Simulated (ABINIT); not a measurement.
The system is V.

```
V
1.0
    -1.51435    1.51435    1.51435
     1.51435   -1.51435    1.51435
     1.51435    1.51435   -1.51435
V
1
Direct
  0.00000 0.00000 0.00000
```

Base run:

- Program: ABINIT 10.8.3 (patched build)
- Functional: WC
- Potentials or basis: JTH PAW PBE v2.0
- Cutoff: 408 eV
- k mesh: 12 × 12 × 12
- Occupations: fermi-dirac, width 0.05 eV
- Spin: collinear spin, ferromagnetic start
- Starting moments: [2.0] μB

Its results: band gap on the k mesh none (metal or under the smearing width); pressure -10.8 GPa; net moment 0.00 μB per cell.

Q: After a change of settings the same cell gave: band gap on the k mesh none (metal or under the smearing width); pressure -0.3 GPa; net moment 0.00 μB per cell. Which change was it?
A. functional from WC to rPW86PBE
B. functional from WC to PBEsol
C. functional from WC to PBEsol; k mesh from 12 × 12 × 12 to 5 × 5 × 5
D. functional from WC to AM05

A: A.

Caveats: the PAW data sets were made with another functional, which shifts forces and pressure a little.

Not every run made on this cell is shown here.
